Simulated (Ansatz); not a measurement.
The parent structure is AlSb in the zinc blende structure (space group F-43m, No. 216; a = 6.157 Å). Axes: x, y, z lie along the cube axes.

The change: tensile biaxial strain of 1.29 % in the plane normal to [110], as in epitaxy on a mismatched substrate; the out-of-plane cell vector and the atoms relax.

Levels (all Ansatz, a first-principles code, PAW, earlier PAW set): PBEsol (420 eV, without spin-orbit coupling); HSE06 (420 eV, no spin-orbit coupling).

The geometry is relaxed with PBEsol.

- PBEsol lowest conduction level above the VBM at special points = R 1.04 eV; X 1.06 eV; T 1.06 eV; Γ 1.22 eV

Task: Predict the lowest conduction level above the VBM at special points from HSE06.

Result: The lowest conduction level above the VBM at special points goes from R 1.04 eV; X 1.06 eV; T 1.06 eV; Γ 1.22 eV to R 1.71 eV; X 1.68 eV; T 1.69 eV; Γ 2.05 eV.

A biaxial case was relaxed in a doubled cell and then solved in the primitive one. Single points use the geometry relaxed with PBEsol. HSE06 was sampled on its mesh, a few special points and the semilocal edge points, so its gap is an upper bound. The levels and masses belong to the bands next to the band gap. Whether these cells are dynamically stable was not tested. Labels are those of the standard path for the cell's own space group.
